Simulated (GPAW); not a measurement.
Set up this calculation in GPAW 26.7.0, as an ASE script.

| Item | Value |
| --- | --- |
| Task | band structure |
| Functional | LDA |
| Potentials or basis | PAW data sets generated in the run's folder for this functional |
| Cutoff | 600 eV |
| Basis | pw |
| k mesh | 6 × 6 × 6 |
| Occupations | fermi-dirac, width 0.05 eV |
| Spin | no spin polarisation |
| Maxiter | 150 |
| Band path | GXWKGLUWLK,UX |
| Band points | 80 |

The structure of HgTe (Coloradoite) lies in HgTe.xyz:

```xyz
2
Lattice="0.0000000000 3.2145000000 3.2145000000 3.2145000000 0.0000000000 3.2145000000 3.2145000000 3.2145000000 0.0000000000" Properties=species:S:1:pos:R:3 pbc="T T T"
Hg     0.0000000000      0.0000000000      0.0000000000
Te     4.8217500000      4.8217500000      4.8217500000
```

One way to write it, as run:

run.py

```python
from ase.dft.bandgap import bandgap
from ase.io import read, write
from ase.units import GPa
from gpaw import GPAW, PW, setup_paths

setup_paths.insert(0, '.')

atoms = read('HgTe.xyz')

calc = GPAW(mode=PW(600),
            xc='LDA',
            kpts={'size': (6, 6, 6), 'gamma': True},
            occupations={'name': 'fermi-dirac', 'width': 0.05},
            nbands=18,
            convergence={'density': 1e-05, 'energy': 1e-05},
            maxiter=150,
            txt='gpaw.txt')
atoms.calc = calc
energy = atoms.get_potential_energy()
forces = atoms.get_forces()
stress = atoms.get_stress()
calc.write('gs.gpw')
write('result.traj', atoms)
print(f'Energy: {energy:.6f} eV')
print('Forces (eV/A):')
print(forces.round(4))
print('Stress (GPa):', (stress / GPa).round(3))
print('Fermi level:', round(calc.get_fermi_level(), 4), 'eV')
print(f'Gap: {bandgap(calc)[0]:.4f} eV, direct: {bandgap(calc, direct=True)[0]:.4f} eV')

path = atoms.cell.bandpath('GXWKGLUWLK,UX', npoints=80, eps=1e-4)
bs_calc = calc.fixed_density(kpts=path, symmetry='off', nbands=31,
                             convergence={'bands': 'CBM+6.0', 'eigenstates': 1e-6}, txt='bands.txt')
bs = bs_calc.band_structure()
bs.write('bs.json')
print(f'Gap on the path: {bandgap(bs_calc)[0]:.4f} eV')
```

Potentials or basis: PAW data sets generated in the run's folder for this functional, pw.

Command:

```console
$ gpaw-setup -f LDA Hg Te
$ OMP_NUM_THREADS=1 python run.py
```

It gave:

```json
{
 "Pressure": "0.1 GPa",
 "Band gap along the path": "none (metal or under the smearing width)"
}
```

Caveat: spin-orbit coupling is left out, which moves the levels of the heavy elements.

Run time: 80 s on 1 thread of Arm Neoverse V1, on a shared host, peak memory 0.31 GiB.
